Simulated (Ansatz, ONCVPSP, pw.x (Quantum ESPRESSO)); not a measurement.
# Equation-of-state test of one ONCV potential (Os (Z = 76))

```json
{
  "Element": "osmium",
  "Generator": "ONCVPSP 4.0.1.1 (patched build)",
  "Type": "optimised norm-conserving Vanderbilt (ONCV)",
  "Functional": "PBE",
  "Relativity": "scalar-relativistic",
  "Frozen core": "[Kr] 4d10 4f14 5s2",
  "Valence charge": "14",
  "Reference configuration": "5p6 5d6.5 6s1.5",
  "Partial waves": "6s: rc 2.50 bohr, ncon 4, nbas 7, qcut 2.2 1/bohr, 2 projectors, debl 2.4 Ha; 5p: rc 1.70 bohr, ncon 4, nbas 8, qcut 7.7 1/bohr, 2 projectors, debl 3.6 Ha; 5d: rc 1.70 bohr, ncon 3, nbas 8, qcut 10.7 1/bohr, local",
  "Local potential": "the d channel",
  "Core correction": "Teter function, fcfact 5.75, rcfact 1.5"
}
```

Atomic tests: cutoffs needed: 17 Ha and 32 Ha (the cutoffs (Ha) at which the residual kinetic energy of the hardest occupied pseudo-wave falls to 1 and 0.1 mHa per electron); ghost test: no bound ghost flagged; GHOST(+) flagged for s at 24.9 eV; largest excitation error: -19 meV (all-electron minus pseudo) for 5p6 5d6 6s0, out of 4 test configurations.

Crystal test: diamond Os in pw.x 7.5, no spin, 8³ k-points, Fermi–Dirac smearing 0.01 Ry, cutoffs 75/300 Ry. The lattice is a test structure that the element need not adopt, and mesh and smearing are coarse.

pw.x input:

```
&control
  calculation='scf', prefix='x', pseudo_dir='./', outdir='./tmp', tstress=.true., disk_io='none'
/
&system
  ibrav=0, nat=2, ntyp=1, ecutwfc=75, ecutrho=300, nbnd=23,
  occupations='smearing', smearing='fd', degauss=0.01
/
&electrons
  conv_thr=1e-09, mixing_beta=0.4, electron_maxstep=70
/
ATOMIC_SPECIES
Os 1.0 Os.UPF
CELL_PARAMETERS angstrom
  0.00000000 2.77529283 2.77529283
  2.77529283 0.00000000 2.77529283
  2.77529283 2.77529283 0.00000000
ATOMIC_POSITIONS crystal
Os 0.0000 0.0000 0.0000
Os 0.2500 0.2500 0.2500
K_POINTS automatic
8 8 8 0 0 0
```

```bash
pw.x < Os.scf.in > Os.scf.out
```

**Question.** How does the run end?

**Answer.** It converges; the pressure is -1.23 GPa against 0.80 GPa from all-electron LAPW. The largest radius (2.50 bohr) exceeds half the bond length (2.27 bohr), so the spheres overlap, which is one possible source of error among others. The generator flags a localised state at positive energy (s at 25 eV). The log shows:

```
     charge density cutoff     =     300.0000  Ry
     scf convergence threshold =      1.0E-09
     Exchange-correlation= PBE
     number of k points=    29  Fermi-Dirac smearing, width (Ry)=  0.0100
     iteration #  1     ecut=    75.00 Ry     beta= 0.40
     total energy              =    -306.02041676 Ry
     estimated scf accuracy    <       0.07967177 Ry
     iteration #  2     ecut=    75.00 Ry     beta= 0.40
     total energy              =    -306.02283528 Ry
     estimated scf accuracy    <       0.01595710 Ry
     iteration #  3     ecut=    75.00 Ry     beta= 0.40
     total energy              =    -306.02303661 Ry
     estimated scf accuracy    <       0.00213907 Ry
     iteration #  4     ecut=    75.00 Ry     beta= 0.40
     total energy              =    -306.02313834 Ry
     estimated scf accuracy    <       0.00003894 Ry
     iteration #  5     ecut=    75.00 Ry     beta= 0.40
     total energy              =    -306.02314604 Ry
     estimated scf accuracy    <       0.00000371 Ry
     iteration #  6     ecut=    75.00 Ry     beta= 0.40
     total energy              =    -306.02314673 Ry
     estimated scf accuracy    <       0.00000009 Ry
     iteration #  7     ecut=    75.00 Ry     beta= 0.40
     total energy              =    -306.02314676 Ry
     estimated scf accuracy    <       0.00000001 Ry
     iteration #  8     ecut=    75.00 Ry     beta= 0.40
     the Fermi energy is    14.4864 ev
!    total energy              =    -306.02314676 Ry
     estimated scf accuracy    <          2.8E-10 Ry
     smearing contrib. (-TS)   =      -0.00771682 Ry
     The total energy is F=E-TS. E is the sum of the following terms:
     one-electron contribution =     -73.96896873 Ry
     hartree contribution      =      53.84046768 Ry
     xc contribution           =     -84.57056190 Ry
     ewald contribution        =    -201.31636699 Ry
     convergence has been achieved in   8 iterations
          total   stress  (Ry/bohr**3)                   (kbar)     P=      -12.34
     Message from routine punch:
     Nothing written, as per user request (disk_io='none')
```
